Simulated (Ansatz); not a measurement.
# HfC (Fm-3m) in Ansatz: single point with PBE0

Aim: the single point of HfC with PBE0.

Program: Ansatz 0.2.0. These are calculated values, not measurements. Logs are shortened: lines on timing, memory, paths and dates and some standing lists are left out, and cuts for length are marked.

## Step 1: Starting point

It takes space group Fm-3m (No. 225, cubic). The conventional cell has a = 4.650 Å, b = 4.650 Å, c = 4.650 Å, α = 90.00°, β = 90.00°, γ = 90.00°. Hf (site symmetry m-3m) is surrounded by 6 C at 2.33 Å. Around C (site symmetry m-3m) lie 6 Hf at 2.33 Å.

## Step 2: Single point, PBE0

The input, input.yaml:

```yaml
crystal:
  lattice:
    - [0.0, 2.325, 2.325]
    - [2.325, 0.0, 2.325]
    - [2.325, 2.325, 0.0]
  atoms:
    - { symbol: Hf, position: [0.5, 0.5, 0.5] }
    - { symbol: C, position: [0.0, 0.0, 0.0] }
kpoints:
  mp_grid: { grid: [8, 8, 8] }
scf:
  occupations: { method: fermi_dirac, width: 0.05 }
hamiltonian:
  xc: pbe0
  pseudopotentials: { kind: all_electron, datasets: crystal }
output:
  forces: true
  stress: true
```

Potentials or basis: all-electron PAW datasets made for the crystal.

Launch:

```
> ansatz run input.yaml --threads 8 --pin off --max-ram 24576MiB --backend cpu --events-out ev --progress --plain --runs-dir out
```

The program printed:

```text
Warning: RAYON_NUM_THREADS=8 ignored (pool sized by the plan → 8); use --threads N
hamiltonian.pseudopotentials.datasets: crystal makes datasets for this crystal and solves the spheres of its atoms anew in each pass: cutoff 450.0 eV, the density's 1800.0 eV;, for an error of 0.50 meV an atom under PBE, 1.0 meV for the cell; an energy difference from a run of another recipe may be off by several times the error for the cell, under r2SCAN by more, where some 0.1 meV an atom stays at smaller errors; C in spheres of 0.947 Å, 4 of its electrons in bands; Hf in spheres of 1.376 Å, 26 of its electrons in bands
Engine: ansatz 0.2.0, x86_64-unknown-linux-gnu
Pseudopotentials: kind: all_electron
Pseudopotential: Hf, paw, valence charge 26, recommended cutoff 450 eV (normal), crystal/all_electron/pbe/scalar/gaussian/Hf, Koelling and Harmon's equation, gaussian nucleus
Pseudopotential: C, paw, valence charge 4, recommended cutoff 450 eV (normal), crystal/all_electron/pbe/scalar/gaussian/C, Koelling and Harmon's equation, gaussian nucleus
Functional definition: PBE0
  parameter a = 0.25
  parameter kappa = 0.804
  parameter beta = 0.06672455060314922
  exchange = (1 - a)*pbe_x(kappa = kappa, mu = beta*pi^2/3) + a*exact_x
  correlation = pbe_c(beta = beta)
Crystal: 2 atoms, lattice volume = 25.136 Å³
Basis set: ecut = 450 eV, 537 PW (Γ), exchange–correlation on 48×48×48 points (8 copies of the dense FFT grid, shifted against one another)
Bands: 19, of which v1, the nominal top of the filled ones, is band 15 counted from 1 (14 counted from 0)
Symmetry: 48 space group operations
Space group: Fm-3m (ITA 225), of the structure as read, at distance tolerance 2.9e-5 Å
k-points: 29 of 512
Non-local potential: Hf, projectors of the file, l = 0: 2, l = 1: 2, l = 2: 1, l = 3: 2
Non-local potential: C, projectors of the file, l = 0: 1, l = 1: 1
PAW form: soft (Blöchl's): semilocal exchange-correlation on the pseudo side does not see the compensation charge
PAW one-centre angular grid: Hf, 590 points (default); XC on its mesh's 1825 points in the sphere
PAW one-centre angular grid: C, 110 points (default); XC on its mesh's 1951 points in the sphere
Initial density: superposition of atomic densities (neutral atoms: chi_scale 0, normalization atom)
Initial wavefunctions: pseudopotential atomic-orbital guess
Functional: x = 0.75 pbe(κ = 0.804, μ = 0.2195149727645171) + 0.25 exact, c = pbe(β = 0.06672455060314922)
iter 1 solved again at ethr=3.00e-2 eV; its pass at ethr=1.00e-1 eV (dr2=9.00e0 eV) is discarded
SCF iter   1: F=—  HF=-411290.884725 eV  |F-HF|=—  |Δ(HF+E_count)|=         —  Δρ=1.52e-1  dr2=8.47e0  ethr=3.00e-2  ⟨swp⟩=2.0  Hψ=2562  notcnv=0
preconditioner: auto → none  [insulator: Δε(μ)=0.266 eV  Ē_g=17.685 eV  σ=0.050 eV  W_gap=0.86  n_scr=14 (ndim 8)  ℏωp=39.2 eV  f_vac=0.000  D(μ)=0.08/eV (n_scr^D=0)]
SCF iter   2: F=—  HF=-411289.845670 eV  |F-HF|=—  |Δ(HF+E_count)|=    1.04e0  Δρ=1.09e-1  dr2=3.66e0  ethr=2.82e-2  ⟨swp⟩=3.7  Hψ=1363  notcnv=0
iter 3 solved again at ethr=1.32e-4 eV; its pass at ethr=1.22e-2 eV (dr2=3.96e-2 eV) is discarded
SCF iter   3: F=—  HF=-411288.921384 eV  |F-HF|=—  |Δ(HF+E_count)|=   9.24e-1  Δρ=1.75e-2  dr2=3.98e-2  ethr=1.32e-4  ⟨swp⟩=2.2  Hψ=2348  notcnv=0
SCF iter   4: F=—  HF=-411288.932419 eV  |F-HF|=—  |Δ(HF+E_count)|=   1.10e-2  Δρ=8.65e-3  dr2=8.82e-3  ethr=1.32e-4  ⟨swp⟩=2.1  Hψ=1100  notcnv=0  defer=1
SCF iter   5: F=—  HF=-411288.939371 eV  |F-HF|=—  |Δ(HF+E_count)|=   6.95e-3  Δρ=3.07e-3  dr2=1.52e-3  ethr=2.94e-5  ⟨swp⟩=2.1  Hψ=1162  notcnv=0
SCF iter   6: F=—  HF=-411288.941924 eV  |F-HF|=—  |Δ(HF+E_count)|=   2.55e-3  Δρ=4.13e-4  dr2=2.18e-5  ethr=5.05e-6  ⟨swp⟩=3.0  Hψ=1139  notcnv=0
SCF iter   7: F=—  HF=-411270.971800 eV  |F-HF|=—  |Δ(HF+E_count)|=         —  Δρ=6.82e-3  dr2=9.06e-3  ethr=7.26e-8  ⟨swp⟩=5.9  Hψ=2495  notcnv=0
SCF iter   8: F=—  HF=-411270.962871 eV  |F-HF|=—  |Δ(HF+E_count)|=   8.93e-3  Δρ=5.45e-3  dr2=1.19e-2  ethr=7.26e-8  ⟨swp⟩=4.4  Hψ=2120  notcnv=0
SCF iter   9: F=—  HF=-411270.952820 eV  |F-HF|=—  |Δ(HF+E_count)|=   1.01e-2  Δρ=1.49e-3  dr2=8.23e-4  ethr=7.26e-8  ⟨swp⟩=4.0  Hψ=1821  notcnv=0
SCF iter  10: F=—  HF=-411270.953780 eV  |F-HF|=—  |Δ(HF+E_count)|=   9.60e-4  Δρ=4.16e-4  dr2=5.47e-5  ethr=7.26e-8  ⟨swp⟩=4.0  Hψ=1617  notcnv=0
SCF iter  11: F=—  HF=-411270.953780 eV  |F-HF|=—  |Δ(HF+E_count)|=   1.76e-7  Δρ=1.14e-4  dr2=4.16e-6  ethr=7.26e-8  ⟨swp⟩=3.1  Hψ=1267  notcnv=0
SCF iter  12: F=—  HF=-411270.953778 eV  |F-HF|=—  |Δ(HF+E_count)|=   2.31e-6  Δρ=1.48e-5  dr2=6.36e-8  ethr=1.39e-8  ⟨swp⟩=3.0  Hψ=1106  notcnv=0
SCF iter  13: F=-411270.953785 eV  HF=-411270.953785 eV  |F-HF|=8.73e-10  |Δ(HF+E_count)|=   7.05e-6  Δρ=1.20e-6  dr2=2.35e-10  ethr=2.12e-10  ⟨swp⟩=3.1  Hψ=1133  notcnv=0
SCF 1 converged in 13 iterations: F = -411270.953785 eV  dr2 = 2.35e-10
  Residual-converged pass: ⟨swp⟩=3.0  Hψ=1044  notcnv=0  max |occ|·‖R‖ = 5.2e-6 eV (tolerance 5.3e-6 eV)  dr2=3.42e-10  dr2_onsite=4.66e-9  max |Δocc| = 4.6e-7
hybrid outer 1: dexx = +1.918e-11 eV
5 of the run's printed levels, from 27.45 eV on, may lie off, as they stand: their residual norms reach 0.50 eV (residual_norms_ev in the JSON report holds each one's)
hybrid SCF converged: 1 outer / 13 inner (+0 warm-up), last move |dexx| = 1.92e-11 eV
Stability not checked: this state was not tested for a lower state beside it, because the functional holds exact exchange (a hybrid, or Hartree-Fock), whose exchange loop this test does not read (fock_operator; see scf.lower_state_search)
Free energy (F): -411270.953785 eV
Harris-Foulkes:  -411270.953785 eV  (|F-HF|=8.73e-10)
Internal energy: -411270.953488 eV  (E = F + TS)
E sigma→0 (E₀):  -411270.953636 eV
Entropy (-TS):   -0.000298 eV (-0.149 meV/atom)
Past the cutoff: the bands carry plane waves up to 1.75 times it, of which those up to 1.5 times it add -0.000270 eV an atom, each by itself; the spheres take 0.000232 eV an atom off the energy for waves past 1.75 times it
Past the cutoffs: a stress includes 0.0024 GPa for waves and charges beyond them, in addition to the slope of what the spheres take
In the spheres:  the bands' charges fall short by 1.2e-5 e at most (sound up to 1e-3)
Fermi energy:    20.107732 eV
--- Per-component energies (eV) ---
  E_band       = 31.961043
  E_kinetic    = 313.225608
  E_local      = -3830.864471  (includes V_loc(G=0)·N_el)
  E_nonlocal   = -2220.828584
  E_hartree    = 1998.839662
  E_xc         = -98.378302
  E_vxc        = -127.891493  (∫ρ·V_xc dr)
  E_exx        = -136.330538  (= α·E_x^exact, valence–valence)
  E_paw        = -418740.101506  (= ΣΔE_a)
  E_vpaw       = -14533.622126  (= ΣTr[D̂ρ^β])
  E_ewald      = -5263.440471
  E_smearing   = -0.000298  (= −TS)
  E_closure    = 16706.925114  (closes the sum)
  Σ components = -411270.953785   (vs F -411270.953785, Δ=0.00e0)
  The terms above E_closure are by the made datasets' own strengths, without shells solved beside the bands.
--- Forces (eV/Å), atoms counted from 1 ---
  atom   1  Hf    -0.00000000     0.00000000     0.00000000
  atom   2  C     -0.00000000     0.00000000     0.00000000
  max |Σ_I F_I| component: 7.08e-17 eV/Å
--- Stress (GPa, compression-positive) ---
       -1.208792      -0.000000      -0.000000
       -0.000000      -1.208792       0.000000
       -0.000000       0.000000      -1.208792
  P = ⅓ Tr σ = -1.2088 GPa (-12.088 kbar)
--- Band table (eV; the first three rows and the last of 29) ---
  k-point 0: bands = ["-44.6172", "-11.6711", "-11.6711", "-11.6711", "5.3734", "5.3839", "5.3839", "5.3839", "5.4557", "5.4557", "5.4557", "5.8428", "21.5118", "21.5118", "21.5118", "22.5624", "22.5624"]
  k-point 1: bands = ["-44.6102", "-11.7948", "-11.6820", "-11.6820", "5.3670", "5.3791", "5.3917", "5.3917", "5.4480", "5.4480", "5.4558", "6.2846", "19.1389", "19.6615", "19.6615", "23.1817", "23.1818"]
  k-point 2: bands = ["-44.5933", "-12.0815", "-11.7078", "-11.7078", "5.3491", "5.3933", "5.4098", "5.4098", "5.4318", "5.4318", "5.4561", "7.4522", "16.3972", "17.8476", "17.8476", "24.2865", "24.4321"]
  k-point 28: bands = ["-44.5532", "-12.1564", "-12.1564", "-11.9530", "5.4040", "5.4051", "5.4072", "5.4072", "5.4253", "5.4316", "5.4316", "8.7800", "16.4037", "16.6092", "16.6092", "25.0838", "25.0838"]
```

It took 2.2 min on 8 threads of Intel Xeon 6975P-C (Granite Rapids), shared host; peak memory 1.7 GiB.

Results:

```
Free energy            : -411270.9538 eV
Pressure               : -1.2 GPa
Band gap on the k mesh : none (metal or under the smearing width)
```

Levels at points of the mesh, in eV from the Fermi level:
| k point | band 13 | band 14 | band 15 | band 16 | band 17 |
| --- | --- | --- | --- | --- | --- |
| (0.00, 0.00, 0.00) | 1.40 | 1.40 | 1.40 | 2.45 | 2.45 |
| (0.00, 0.00, -0.50) | -7.31 | -3.76 | -3.76 | 6.89 | 6.89 |
| (0.00, -0.50, -0.50) | -3.50 | -1.76 | -0.36 | -0.36 | 6.58 |

Caveat: the k mesh is thin for a metal, which can move the energy by tens of meV per atom; the program warned that the printed levels may be off, so bands, gaps and densities of states are rough. The run has no spin-orbit coupling, so splittings on Hf are missing.
